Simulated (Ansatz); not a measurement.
# CO2 (element-swapped structure): how the settings move a single-point run

How sensitive is a single-point run of CO2 (element-swapped structure) to its settings? A reference run comes first, then three runs with altered input.

Computed with Ansatz 0.2.0 (reference: DFT PBE, plane waves, PAW, scalar-relativistic, no spin polarisation, unless a step's input says otherwise).

1 further run of the same task is left out (set aside as unsound or not needed).

### Step 1. Starting point

Symmetry: P4_2/mnm, No. 136, tetragonal system. Conventional cell: a = 3.815 Å, b = 3.815 Å, c = 2.477 Å, α = 90.00°, β = 90.00°, γ = 90.00°. C (site symmetry mmm) is surrounded by 6 O at 1.62 to 1.65 Å. Around O (site symmetry m2m) lie 3 C at 1.62 to 1.65 Å.

As a file:

```xyz
6
Lattice="3.8147 0.0000 0.0000 0.0000 3.8147 0.0000 0.0000 0.0000 2.4775" Properties=species:S:1:pos:R:3 pbc="T T T"
C     0.0000    0.0000    0.0000
C     1.9074    1.9074    1.2387
O     1.1675    1.1675    0.0000
O     0.7399    3.0748    1.2387
O     2.6473    2.6473    0.0000
O     3.0748    0.7399    1.2387
```

### Step 2. The reference run

Input file input.yaml:

```yaml
crystal:
  lattice:
    - [3.814703, 0.0, 0.0]
    - [0.0, 3.814703, 0.0]
    - [0.0, 0.0, 2.477476]
  atoms:
    - { symbol: C, position: [0.0, 0.0, 0.0] }
    - { symbol: C, position: [0.5, 0.5, 0.5] }
    - { symbol: O, position: [0.30604, 0.30604, 0.0] }
    - { symbol: O, position: [0.19396, 0.80604, 0.5] }
    - { symbol: O, position: [0.69396, 0.69396, 0.0] }
    - { symbol: O, position: [0.80604, 0.19396, 0.5] }
  symmetry: { tolerance: 0.0003 }
kpoints:
  mp_grid: { grid: [5, 5, 7], shift: [0, 0, 0] }
magnetization:
  spin_polarized: false
scf:
  occupations: { method: fermi_dirac }
hamiltonian:
  pseudopotentials: { kind: paw }
  xc: pbe
basis:
  ecutwfc: 420
output:
  forces: true
  stress: true
  eigenvalues: true
```

On the command line:

```bash
ansatz run input.yaml --threads 1 --pin off --max-ram 2560MiB --backend cpu --events-out ev --progress --plain --runs-dir out
```

Output, cut to the lines that bear on the results:

```text
Warning: RAYON_NUM_THREADS=1 ignored (pool sized by the plan → 1); use --threads N
[...]
Pseudopotentials: kind: paw
Pseudopotential: C, paw, valence charge 4, recommended cutoff 420 eV (normal), C.paw.azcp
Pseudopotential: O, paw, valence charge 6, recommended cutoff 420 eV (normal), O.paw.azcp
Functional definition: PBE
[...]
Crystal: 6 atoms, lattice volume = 36.052 Å³
Basis set: ecut = 420 eV, 705 PW (Γ), exchange–correlation on 54×54×36 points (8 copies of the dense FFT grid, shifted against one another)
Bands: 22, of which v1, the nominal top of the filled ones, is band 16 counted from 1 (15 counted from 0)
Symmetry: 16 space group operations
Space group: P42/mnm (ITA 136), of the structure as read, at distance tolerance 9.9e-4 Å
k-points: 24 of 175
[...]
SCF iter   1: F=—  HF=-2756.604914 eV  |F-HF|=—  |Δ(HF+E_count)|=         —  Δρ=1.33e-2  dr2=4.00e-2  ethr=1.77e-3  ⟨swp⟩=5.1  Hψ=2366  notcnv=0
[...]
SCF iter   6: F=-2756.596718 eV  HF=-2756.596718 eV  |F-HF|=3.88e-10  |Δ(HF+E_count)|=   2.14e-9  Δρ=1.70e-6  dr2=3.12e-10  ethr=6.18e-11  ⟨swp⟩=3.5  Hψ=1889  notcnv=0
[...]
SCF converged after 6 iterations
Free energy (F): -2756.596718 eV
[...]
E sigma→0 (E₀):  -2756.595466 eV
Entropy (-TS):   -0.002504 eV (-0.417 meV/atom)
Fermi energy:    11.617007 eV
[...]
--- Forces (eV/Å), atoms counted from 1 ---
  atom   1  C      0.00000000    -0.00000000     0.00000000
  atom   2  C      0.00000000     0.00000000     0.00000000
  atom   3  O      0.71610018     0.71610018     0.00000000
  atom   4  O     -0.71610018     0.71610018     0.00000000
  atom   5  O     -0.71610018    -0.71610018     0.00000000
  atom   6  O      0.71610018    -0.71610018     0.00000000
[...]
--- Stress (GPa, compression-positive) ---
       17.532689       0.000000       0.000000
        0.000000      17.532689       0.000000
        0.000000       0.000000     -23.484156
  P = ⅓ Tr σ = 3.8604 GPa (38.604 kbar)
--- Band table (eV; the first three rows and the last of 24) ---
  k-point 0: bands = ["-14.1954", "-8.7152", "-8.7152", "-8.6732", "-2.2846", "2.4776", "2.4776", "3.1970", "4.1203", "6.5830", "6.6328", "8.7706", "8.7706", "10.5890", "10.5890", "11.5654", "11.6121", "15.2403", "15.2403", "15.5564", "16.4777"]
[...]
```

Wall time 1.1 s (1 thread of an Arm CPU, shared host); peak memory 0.27 GiB.

### Step 3. Changed: occupations.method cold, occupations.width 0.1, accuracy medium

input.yaml, as its differences from that of step 2:

```diff
@@ -18,3 +18,3 @@
 scf:
-  occupations: { method: fermi_dirac }
+  occupations: { method: cold, width: 0.1 }
 hamiltonian:
@@ -28 +28,2 @@
   eigenvalues: true
+accuracy: medium
```

On the command line:

```bash
ansatz run input.yaml --threads 1 --pin off --max-ram 2560MiB --backend cpu --events-out ev --progress --plain --runs-dir out
```

Output, cut to the lines that bear on the results:

```text
Warning: RAYON_NUM_THREADS=1 ignored (pool sized by the plan → 1); use --threads N
[...]
[... 4 set-up lines as earlier in the session ...]
[...]
Crystal: 6 atoms, lattice volume = 36.052 Å³
Basis set: ecut = 420 eV, 705 PW (Γ), exchange–correlation on 54×54×36 points (8 copies of the dense FFT grid, shifted against one another)
Bands: 22, of which v1, the nominal top of the filled ones, is band 16 counted from 1 (15 counted from 0)
[... 2 set-up lines as earlier in the session ...]
k-points: 24 of 175
[...]
SCF iter   1: F=—  HF=-2756.603590 eV  |F-HF|=—  |Δ(HF+E_count)|=         —  Δρ=1.33e-2  dr2=4.05e-2  ethr=1.77e-3  ⟨swp⟩=5.1  Hψ=2366  notcnv=0
[...]
E sigma→0 (E₀):  -2756.595238 eV
Entropy (-TS):   -0.000330 eV (-0.055 meV/atom)
Fermi energy:    11.601555 eV
Step filling:    the computed levels leave a gap of 0.0463 eV = 0.5 smearing widths at the electron count; against every level under it full and every level over it empty, smearing changes F+E_penalty+E_count by -0.155 meV and its σ→0 estimate by -0.045 meV
[...]
--- Forces (eV/Å), atoms counted from 1 ---
  atom   1  C      0.00000000    -0.00000000     0.00000000
  atom   2  C      0.00000000     0.00000000     0.00000000
  atom   3  O      0.71517156     0.71517156     0.00000000
  atom   4  O     -0.71517156     0.71517156     0.00000000
  atom   5  O     -0.71517156    -0.71517156     0.00000000
  atom   6  O      0.71517156    -0.71517156     0.00000000
[...]
--- Stress (GPa, compression-positive) ---
       17.539194       0.000000       0.000000
        0.000000      17.539194       0.000000
        0.000000       0.000000     -23.442554
  P = ⅓ Tr σ = 3.8786 GPa (38.786 kbar)
--- Band table (eV; the first three rows and the last of 24) ---
[... band rows left out ...]
[...]
```

Wall time 1.1 s (1 thread of an Arm CPU, shared host); peak memory 0.27 GiB.

Changing the smearing leaves the energy as it was (0.0 meV/atom).

### Step 4. Changing settings: mixing.algorithm msr1, mixing.beta 0.1, ecutwfc 350 eV

input.yaml, as its differences from that of step 2:

```diff
@@ -19,2 +19,3 @@
   occupations: { method: fermi_dirac }
+  mixing: { algorithm: msr1, beta: 0.1 }
 hamiltonian:
@@ -23,3 +24,3 @@
 basis:
-  ecutwfc: 420
+  ecutwfc: "350 eV"
 output:
```

On the command line:

```bash
ansatz run input.yaml --threads 1 --pin off --max-ram 2560MiB --backend cpu --events-out ev --progress --plain --runs-dir out
```

Output, cut to the lines that bear on the results:

```text
Warning: basis.ecutwfc = 350 eV is below the records' recommended 420 eV, and the density's cutoff is lower with it unless basis.ecutrho_ratio is high enough to keep the records' density cutoff: compare with a run at a higher cutoff
Warning: RAYON_NUM_THREADS=1 ignored (pool sized by the plan → 1); use --threads N
[...]
[... 4 set-up lines as earlier in the session ...]
[...]
Crystal: 6 atoms, lattice volume = 36.052 Å³
Basis set: ecut = 350 eV, 507 PW (Γ), exchange–correlation on 48×48×32 points (8 copies of the dense FFT grid, shifted against one another)
Bands: 22, of which v1, the nominal top of the filled ones, is band 16 counted from 1 (15 counted from 0)
[... 2 set-up lines as earlier in the session ...]
k-points: 24 of 175
[...]
SCF iter   1: F=—  HF=-2756.213272 eV  |F-HF|=—  |Δ(HF+E_count)|=         —  Δρ=1.42e-2  dr2=3.84e-2  ethr=1.77e-3  ⟨swp⟩=5.2  Hψ=2374  notcnv=0
[...]
SCF iter   6: F=-2756.208001 eV  HF=-2756.208001 eV  |F-HF|=1.40e-7  |Δ(HF+E_count)|=   8.60e-6  Δρ=3.18e-5  dr2=9.26e-8  ethr=3.13e-10  ⟨swp⟩=7.6  Hψ=2677  notcnv=0
[...]
SCF converged after 6 iterations
Free energy (F): -2756.208001 eV
[...]
E sigma→0 (E₀):  -2756.206747 eV
Entropy (-TS):   -0.002508 eV (-0.418 meV/atom)
Fermi energy:    11.606723 eV
[...]
--- Forces (eV/Å), atoms counted from 1 ---
  atom   1  C      0.00000000    -0.00000000     0.00000000
  atom   2  C     -0.00000000     0.00000000     0.00000000
  atom   3  O      0.72042065     0.72042065     0.00000000
  atom   4  O     -0.72042065     0.72042065     0.00000000
  atom   5  O     -0.72042065    -0.72042065     0.00000000
  atom   6  O      0.72042065    -0.72042065     0.00000000
[...]
--- Stress (GPa, compression-positive) ---
       17.227747       0.000000       0.000000
        0.000000      17.227747       0.000000
        0.000000       0.000000     -24.695239
  P = ⅓ Tr σ = 3.2534 GPa (32.534 kbar)
--- Band table (eV; the first three rows and the last of 24) ---
[... band rows left out ...]
[...]
```

It took 0.94 s on 1 thread of an Arm CPU, shared host; peak memory 0.25 GiB.

Changing the mixing and cutoff moves the energy by +64.8 meV/atom, and the pressure goes from 3.9 to 3.3 GPa and the gap on the mesh goes from 0.05 to 0.08 eV. The lower cutoff gives the higher energy: the smaller basis describes the state less well. The log warns that the cutoff is under what these potentials recommend, so the shift is basis error. These settings are too coarse to quote as the system's properties.

### Step 5. Variant: occupations.method methfessel_paxton, occupations.width 0.025, xc_grid 1

input.yaml, as its differences from that of step 2:

```diff
@@ -18,3 +18,3 @@
 scf:
-  occupations: { method: fermi_dirac }
+  occupations: { method: methfessel_paxton, width: 0.025 }
 hamiltonian:
@@ -24,2 +24,3 @@
   ecutwfc: 420
+  xc_grid: 1
 output:
```

On the command line:

```bash
ansatz run input.yaml --threads 1 --pin off --max-ram 2560MiB --backend cpu --events-out ev --progress --plain --runs-dir out
```

Output, cut to the lines that bear on the results:

```text
Warning: RAYON_NUM_THREADS=1 ignored (pool sized by the plan → 1); use --threads N
[...]
[... 4 set-up lines as earlier in the session ...]
[...]
Crystal: 6 atoms, lattice volume = 36.052 Å³
Basis set: ecut = 420 eV, 705 PW (Γ)
Bands: 22, of which v1, the nominal top of the filled ones, is band 16 counted from 1 (15 counted from 0)
[... 2 set-up lines as earlier in the session ...]
k-points: 24 of 175
[...]
SCF iter   1: F=—  HF=-2756.603353 eV  |F-HF|=—  |Δ(HF+E_count)|=         —  Δρ=1.34e-2  dr2=4.20e-2  ethr=1.77e-3  ⟨swp⟩=5.8  Hψ=2374  notcnv=0  defer=3
[...]
--- Forces (eV/Å), atoms counted from 1 ---
  atom   1  C      0.00000000    -0.00000000     0.00000000
  atom   2  C      0.00000000     0.00000000     0.00000000
  atom   3  O      0.70763553     0.70763553     0.00000000
  atom   4  O     -0.70763553     0.70763553     0.00000000
  atom   5  O     -0.70763553    -0.70763553     0.00000000
  atom   6  O      0.70763553    -0.70763553     0.00000000
[...]
--- Stress (GPa, compression-positive) ---
       17.642519       0.000000       0.000000
        0.000000      17.642519       0.000000
        0.000000       0.000000     -23.053402
  P = ⅓ Tr σ = 4.0772 GPa (40.772 kbar)
--- Band table (eV; the first three rows and the last of 24) ---
  k-point 0: bands = ["-14.1952", "-8.7158", "-8.7158", "-8.6725", "-2.2846", "2.4783", "2.4783", "3.1979", "4.1184", "6.5843", "6.6327", "8.7700", "8.7700", "10.5875", "10.5875", "11.5674", "11.6098", "15.2426", "15.2426", "15.5578", "16.4790"]
[...]
```

It took 1 s on 1 thread of an Arm CPU, shared host; peak memory 0.27 GiB.

Changing the smearing and numerical grids hardly moves the energy: 0.0 meV/atom.

### Step 6. All runs together

```
                                                                        run     ending       energy change  pressure (GPa)  gap (eV)  force (eV/Å)  cycles    time
                                                                  reference  converged                   0             3.9      0.05          1.01       6   1.1 s
         1: occupations.method cold, occupations.width 0.1, accuracy medium  converged  0.0 meV/atom (σ→0)             3.9      0.05          1.01       6   1.1 s
                  2: mixing.algorithm msr1, mixing.beta 0.1, ecutwfc 350 eV  converged      +64.8 meV/atom             3.3      0.08          1.02       6  0.94 s
3: occupations.method methfessel_paxton, occupations.width 0.025, xc_grid 1  converged  0.0 meV/atom (σ→0)             4.1      0.04          1.00       5     1 s
```

Residual by cycle in the longest SCF loop of each run; runs are numbered as in the table. The quantity is the density residual dr2, in eV.

```
cycle  reference    run 1    run 2    run 3
    1       0.04   0.0405   0.0384    0.042
    2    0.00322  0.00236   0.0215  0.00279
    3     3.3e-5   5.8e-4  0.00186   5.7e-5
    4     5.8e-7   1.2e-5   7.4e-5   1.3e-6
    5     2.0e-8   6.7e-7   6.2e-6   1.6e-8
    6    3.1e-10   4.5e-8   9.3e-8        -
```

**Reading.** Run 2 ran under the cutoff that the potentials recommend, as the log warns, so basis error is mixed into its values.

Caveats on the reference run: its mesh is coarse for a cell with so small a gap or none; the structure is made up and not relaxed.
